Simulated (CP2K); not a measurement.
GaN:

```
Ga N
1.0
     5.23038    0.00000    0.00000
    -2.61519    4.52964    0.00000
     0.00000    0.00000    3.39010
Ga N
1 1
Direct
  0.00000 0.00000 0.50000
  0.00000 0.00000 0.00000
```

The cell was built by a generator and needn't be a form met in nature.

Program: CP2K 2026.2. Alike in all runs: task single point; level PBE; no spin polarisation; cell as given; k mesh 6 × 6 × 8; smearing fermi-dirac 0.05 eV.

Task: Order these runs on this cell by their band gap on the k mesh, lowest first.
A. potentials or basis POTENTIAL_UZH Ga GTH-PBE-q13, N GTH-PBE-q5; TZV2P-MOLOPT-PBE-GTH basis; ADDED_MOS [10]
B. potentials or basis GTH_POTENTIALS Ga GTH-PBE-q13, N GTH-PBE-q5; SZV-MOLOPT-SR-GTH basis; ADDED_MOS [4]
C. potentials or basis POTENTIAL_UZH Ga GTH-PBE-q13, N GTH-PBE-q5; ccGRB-D basis; ADDED_MOS [10]

Result: A (1.18 eV), C (1.45 eV), B (1.80 eV).

Caveats: the basis of atomic orbitals isn't converged, which shifts pressures, moduli and gaps; a minimal basis gives rough bond lengths, pressures and levels (some runs).

A k mesh can miss the band edges.
